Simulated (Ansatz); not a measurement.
The system is TaSi2.

```xyz
9
Lattice="4.7839 0.0000 0.0000 -2.3920 4.1430 0.0000 0.0000 0.0000 6.5700" Properties=species:S:1:pos:R:3 pbc="T T T"
Ta   -1.1960    2.0715    2.1900
Ta    1.1960    2.0715    4.3800
Ta    2.3920    0.0000    0.0000
Si    1.1407    0.6586    2.1900
Si   -1.2512    3.4844    4.3800
Si    2.3920    2.8258    0.0000
Si    1.2512    3.4844    2.1900
Si    3.6432    0.6586    4.3800
Si    0.0000    1.3172    0.0000
```

Base run:

| Property | Result |
| --- | --- |
| Program | Ansatz 0.2.0 |
| Functional | PBEsol |
| Potentials or basis | Ansatz PAW |
| Cutoff | 420 eV |
| Density cutoff | 1680 eV |
| k mesh | 5 × 5 × 3 |
| Occupations | fermi-dirac, width 0.05 eV |
| Spin | no spin polarisation |
| Hubbard terms | Ta d U = 8 eV |

Its results: band gap on the k mesh none (metal or under the smearing width); pressure 0.8 GPa; largest force 0.201 eV/Å.

The run is repeated on the same cell with these changes: hubbard terms from Ta d U = 8 eV to none; hubbard projectors from ortho-atomic (the default) to none. What comes out?

Band gap on the k mesh none (metal or under the smearing width); pressure -2.2 GPa; largest force 0.015 eV/Å.

Caveats: the PAW data sets come from PBE, with cores solved anew for the run's functional, which leaves a small shift of forces and pressure; U without spin polarisation on a metal has little footing (some runs); the U is typed as a test and isn't derived for this compound (some runs).

Not every run made on this cell is shown here.
